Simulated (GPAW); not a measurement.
# In (P6_3/mmc) in GPAW: a series of runs, part 2 of 2

GPAW 26.7.0. Earlier steps stand in the parts before.

## Step 4: Relaxation of cell and atoms, PBEsol, target pressure 5 GPa, at which the enthalpy is minimised

run.py

```python
from ase import Atoms
from ase.filters import FrechetCellFilter
from ase.io import write
from ase.optimize import BFGS
from ase.units import GPa
from gpaw import GPAW, PW, setup_paths

setup_paths.insert(0, '.')

atoms = Atoms(['In', 'In'],
              cell=[[3.335484782, 0.0, 0.0],
                    [-1.667742391, 2.8886145552, 0.0],
                    [0.0, 0.0, 5.50914292]],
              scaled_positions=[[0.6666666667, 0.3333333333, 0.75],
                                [0.3333333333, 0.6666666667, 0.25]],
              pbc=True)

calc = GPAW(mode=PW(600),
            xc='PBEsol',
            kpts={'size': (7, 7, 4), 'gamma': True},
            occupations={'name': 'fermi-dirac', 'width': 0.05},
            nbands=23,
            convergence={'density': 1e-05, 'forces': 0.0001},
            maxiter=150,
            txt='gpaw.txt')
atoms.calc = calc
opt = BFGS(FrechetCellFilter(atoms, scalar_pressure=5 * GPa), trajectory='relax.traj', logfile='-')
done = opt.run(fmax=0.02, steps=60)
calc.write('gs.gpw')
write('result.traj', atoms)
print('Converged:', done)
print('Cell:', atoms.cell.cellpar().round(4))
print('Volume:', round(atoms.get_volume(), 4))
print(atoms.get_scaled_positions().round(5))
```

Potentials or basis: PAW data sets generated in the run's folder for this functional, pw.

Started as:

```
> gpaw-setup -f PBEsol In
> OMP_NUM_THREADS=1 python run.py
```

gpaw.txt:

```text
__  _  _
 | _ |_)|_||  |
 |__||  | ||/\| - 26.7.0

Input parameters:
  mode=PW(ecut=600.0),
  convergence={'density': 1e-05, 'forces': 0.0001},
  kpts=MonkhorstPack(size=(7, 7, 4), gamma=True),
  maxiter=150,
  nbands=23,
  occupations=Occupations(name='fermi-dirac', width=0.05),
  xc=XC(name='PBEsol')

Diagonalizing LCAO Hamiltonian
Converting LCAO to pw mode

           In

        In

Atoms  # Å, Bohr magnetons
|   | symbol |         x |        y |        z |    initial magnetic moments |
|---|--------|-----------|----------|----------|-----------------------------|
| 0 |     In |  1.667742 | 0.962872 | 4.131857 | ( 0.0000,  0.0000,  0.0000) |
| 1 |     In | -0.000000 | 1.925743 | 1.377286 | ( 0.0000,  0.0000,  0.0000) |

Unit cell  # Å
| periodic |         x |        y |        z |  lengths |     angles |
|----------|-----------|----------|----------|----------|------------|
|      yes |  3.335485 | 0.000000 | 0.000000 | 3.335485 |  90.000000 |
|      yes | -1.667742 | 2.888615 | 0.000000 | 3.335485 |  90.000000 |
|      yes |  0.000000 | 0.000000 | 5.509143 | 5.509143 | 120.000000 |

Number of symmetries: 12
Symmetry operations  # r_c * U_cc + t_c -> r_c
|    | kind |            matrix            |
|----|------|------------------------------|
|  0 |  σ   |  1, 1, 0,  0,-1, 0,  0, 0, 1 |
|  1 |  S6  |  1, 1, 0, -1, 0, 0,  0, 0,-1 |
|  2 |  E   |  1, 0, 0,  0, 1, 0,  0, 0, 1 |
|  3 |  C2  |  1, 0, 0, -1,-1, 0,  0, 0,-1 |
|  4 |  C2  |  0, 1, 0,  1, 0, 0,  0, 0,-1 |
|  5 |  C3  |  0, 1, 0, -1,-1, 0,  0, 0, 1 |
|  6 |  S6  |  0,-1, 0,  1, 1, 0,  0, 0,-1 |
|  7 |  σ   |  0,-1, 0, -1, 0, 0,  0, 0, 1 |
|  8 |  σ   | -1, 0, 0,  1, 1, 0,  0, 0, 1 |
[... 169 lines left out ...]
No gap
No difference between direct/indirect transitions

Stress tensor  # eV/Ang^3
|         x |         y |        z |
|-----------|-----------|----------|
|  0.010619 | -0.000000 | 0.000000 |
| -0.000000 |  0.010619 | 0.000000 |
|  0.000000 |  0.000000 | 0.017288 |

Forces  # eV/Ang
|        x |        y |        z |
|----------|----------|----------|
| -0.00000 |  0.00000 |  0.00000 |  # In   0
|  0.00000 | -0.00000 | -0.00000 |  # In   1
[... 202 lines left out ...]
No gap
No difference between direct/indirect transitions

Stress tensor  # eV/Ang^3
|        x |         y |         z |
|----------|-----------|-----------|
| 0.004826 |  0.000000 |  0.000000 |
| 0.000000 |  0.004826 | -0.000000 |
| 0.000000 | -0.000000 |  0.011592 |

Forces  # eV/Ang
|        x |        y |        z |
|----------|----------|----------|
|  0.00000 |  0.00000 |  0.00001 |  # In   0
| -0.00000 | -0.00000 | -0.00001 |  # In   1
[... 423 lines left out ...]
Stress tensor  # eV/Ang^3
|         x |         y |         z |
|-----------|-----------|-----------|
| -0.029953 |  0.000000 |  0.000000 |
|  0.000000 | -0.029953 | -0.000000 |
|  0.000000 | -0.000000 | -0.027899 |

Forces  # eV/Ang
|       x |        y |        z |
|---------|----------|----------|
| 0.00000 |  0.00000 | -0.00001 |  # In   0
| 0.00000 | -0.00000 |  0.00001 |  # In   1

Interpolating wave functions to new cell

           In
[... 142 lines left out ...]
SCF iterations
|iter     | |      energy | eigst |  dens |force |
|---------|-|-------------|-------|-------|------|
|iter:   1| |   -6.333651 | -2.81 |       |      |
|iter:   2| |   -6.333435 | -5.28 | -2.64 |      |
|iter:   3| |   -6.332490c| -4.66 | -2.68 |      |
|iter:   4| |   -6.332500c| -5.59 | -3.37 |      |
|iter:   5| |   -6.332510c| -5.74 | -3.69 |      |
|iter:   6| |   -6.332510c| -8.05c| -4.77 |      |
|iter:   7| |   -6.332510c| -8.21c| -5.22c|      |
|iter:   8| |   -6.332510c| -9.60c| -5.87c|-3.57 |
|iter:   9| |   -6.332510c|-10.04c| -6.17c|-4.28c|

Converged in 9 steps
Energy contributions relative to reference atoms: (reference = -319805.218446)

Energy contributions:
  Kinetic:          26.991440
  Coulomb:         -23.429524
  Zero:              0.321689
  External:          0.000000
  Xc:              -10.212594
  Entropy:          -0.007043
  Spinorbit:         0.000000
  ----------------------------
  Free energy:      -6.336031
  Extrapolated:     -6.332510
[... 31 lines left out ...]
Stress tensor  # eV/Ang^3
|         x |         y |         z |
|-----------|-----------|-----------|
| -0.031659 |  0.000000 |  0.000000 |
|  0.000000 | -0.031659 |  0.000000 |
|  0.000000 |  0.000000 | -0.030203 |

Forces  # eV/Ang
|       x |        y |        z |
|---------|----------|----------|
| 0.00000 | -0.00000 |  0.00001 |  # In   0
| 0.00000 |  0.00000 | -0.00001 |  # In   1

Interpolating wave functions to new cell

           In

        In

Atoms  # Å, Bohr magnetons
|   | symbol |         x |        y |        z |    initial magnetic moments |
|---|--------|-----------|----------|----------|-----------------------------|
| 0 |     In |  1.598391 | 0.922831 | 3.926010 | ( 0.0000,  0.0000,  0.0000) |
| 1 |     In | -0.000000 | 1.845663 | 1.308669 | ( 0.0000,  0.0000,  0.0000) |

Unit cell  # Å
| periodic |         x |        y |         z |  lengths |     angles |
|----------|-----------|----------|-----------|----------|------------|
|      yes |  3.196782 | 0.000000 | -0.000000 | 3.196782 |  90.000000 |
|      yes | -1.598391 | 2.768494 |  0.000000 | 3.196782 |  90.000000 |
|      yes | -0.000000 | 0.000000 |  5.234680 | 5.234680 | 120.000000 |

Number of symmetries: 12
Symmetry operations  # r_c * U_cc + t_c -> r_c
|    | kind |            matrix            |
|----|------|------------------------------|
|  0 |  σ   |  1, 1, 0,  0,-1, 0,  0, 0, 1 |
|  1 |  S6  |  1, 1, 0, -1, 0, 0,  0, 0,-1 |
|  2 |  E   |  1, 0, 0,  0, 1, 0,  0, 0, 1 |
|  3 |  C2  |  1, 0, 0, -1,-1, 0,  0, 0,-1 |
|  4 |  C2  |  0, 1, 0,  1, 0, 0,  0, 0,-1 |
|  5 |  C3  |  0, 1, 0, -1,-1, 0,  0, 0, 1 |
|  6 |  S6  |  0,-1, 0,  1, 1, 0,  0, 0,-1 |
|  7 |  σ   |  0,-1, 0, -1, 0, 0,  0, 0, 1 |
|  8 |  σ   | -1, 0, 0,  1, 1, 0,  0, 0, 1 |
[... 176 lines left out ...]
Forces  # eV/Ang
|        x |        y |        z |
|----------|----------|----------|
| -0.00000 |  0.00000 | -0.00001 |  # In   0
|  0.00000 | -0.00000 |  0.00001 |  # In   1

# Writing to gs.gpw (mode='')
```

Wall time 92 s (1 thread of Arm Neoverse V1, shared host); peak memory 0.26 GiB.

Results:

```
Free energy                                            : -6.3356 eV
Relaxed volume                                         : 23.16 Å³/atom
Relaxed cell                                           : a = 3.197 Å, b = 3.197 Å, c = 5.235 Å, α = 90.00°, β = 90.00°, γ = 120.00°
Space group after relaxing (to 0.05 Å)                 : P6_3/mmc (No. 194)
Energy change on relaxing (the enthalpy is what falls) : +21.4 meV/atom
Ionic steps                                            : 6
Pressure after relaxing                                : 5.0 GPa
Band gap on the k mesh                                 : none (metal or under the smearing width)
```

The path:
| step | energy change (eV) | largest force (eV/Å) | pressure (GPa) | volume (Å³) |
| --- | --- | --- | --- | --- |
| 1 | 0.0000 | 0.0000 | -2.06 | 53.08 |
| 2 | -0.0132 | 0.0000 | -1.13 | 51.77 |
| 3 | 0.0942 | 0.0000 | 7.26 | 44.99 |
| 4 | 0.0362 | 0.0000 | 4.69 | 46.54 |
| 5 | 0.0424 | 0.0000 | 4.99 | 46.34 |
| 6 | 0.0428 | 0.0000 | 5.01 | 46.33 |

Final structure:
```cif
data_structure
_symmetry_space_group_name_H-M 'P 1'
_symmetry_Int_Tables_number 1
_cell_length_a 3.1968
_cell_length_b 3.1968
_cell_length_c 5.2347
_cell_angle_alpha 90.000
_cell_angle_beta 90.000
_cell_angle_gamma 120.000
_cell_volume 46.33
loop_
_atom_site_label
_atom_site_type_symbol
_atom_site_fract_x
_atom_site_fract_y
_atom_site_fract_z
_atom_site_occupancy
In1 In 0.66667 0.33333 0.75000 1
In2 In 0.33333 0.66667 0.25000 1
```

Caveat: later steps reuse the first step's grids.

## Step 5: The runs side by side

| cell | target pressure | gap on the mesh (eV) | pressure (GPa) |
| --- | --- | --- | --- |
| relaxed | - | none | 0.0 |
| relaxed to 2 GPa | 2 GPa | none | 2.0 |
| relaxed to 5 GPa | 5 GPa | none | 5.0 |

Alike in all rows: task relaxation of cell and atoms; level PBEsol; potentials or basis PAW data sets generated in the run's folder for this functional, pw; no spin polarisation; k mesh 7 × 7 × 4; cutoff (eV) 600; smearing fermi-dirac 0.05 eV.

Caveats: later steps reuse the first step's grids.

Total energies depend on the potentials used, so only differences within one code and one set of settings carry meaning.
